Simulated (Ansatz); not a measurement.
The system is Cs.

```
CELL_PARAMETERS angstrom
-3.12847 3.12847 3.12847
3.12847 -3.12847 3.12847
3.12847 3.12847 -3.12847
ATOMIC_POSITIONS crystal
Cs 0.00000 0.00000 0.00000
```

Program: Ansatz 0.2.0. Alike in all runs: task projected density of states; potentials or basis Ansatz PAW; no spin polarisation; cell as given; k mesh 4 × 4 × 4; smearing fermi-dirac 0.05 eV. Hardware: 2 threads of Arm Neoverse V1, with other jobs on the host.

**Question.** Order these runs on this cell by their wall time, lowest first.
A. level HSE06; cutoff (eV) 420
B. level r2SCAN; cutoff (eV) 500
C. level RPBE; cutoff (eV) 420

**Answer.** C (1.1 s), B (2.7 s), A (16 s).

Caveats: the density of states is complete only up to the lowest level of the last band computed.

Runs at the PBE level aren't shown here.
